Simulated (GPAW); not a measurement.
The system is BaTiO3.

```
Ba Ti O
1.0
     3.99980    0.00000    0.00000
     0.00000    3.99980    0.00000
     0.00000    0.00000    4.01800
Ba Ti O
1 1 3
Direct
  0.00000 0.00000 0.00000
  0.50000 0.50000 0.49000
  0.00000 0.50000 0.51700
  0.50000 0.00000 0.51700
  0.50000 0.50000 0.01900
```

Base run:

| Item | Value |
| --- | --- |
| Program | GPAW 26.7.0 |
| Functional | TASK |
| Potentials or basis | GPAW PAW data sets (gpaw-data 1.2.1) |
| Cutoff | 800 eV |
| Basis | pw |
| k mesh | 4 × 4 × 4 |
| Occupations | fermi-dirac, width 0.05 eV |
| Spin | spin-orbit coupling, no magnetisation |

Its results: band gap on the k mesh 2.53 eV, indirect (least direct gap 2.76 eV); pressure 14.4 GPa; largest force 0.399 eV/Å.

Task: The run is repeated on the same cell with these changes: functional from TASK to revTPSS; band points from 100 to 80. What comes out?

Result: Band gap on the k mesh 1.89 eV, indirect (least direct gap 2.12 eV); pressure 0.9 GPa; largest force 0.134 eV/Å.

Caveats: spin-orbit coupling was added after a scalar SCF, so levels and gaps hold it while energy, forces, pressure and moments don't; this program's spin-orbit splittings come out too wide for heavy elements; the PAW data sets were made with another functional, which shifts forces and pressure a little.

Not every run made on this cell is shown here.
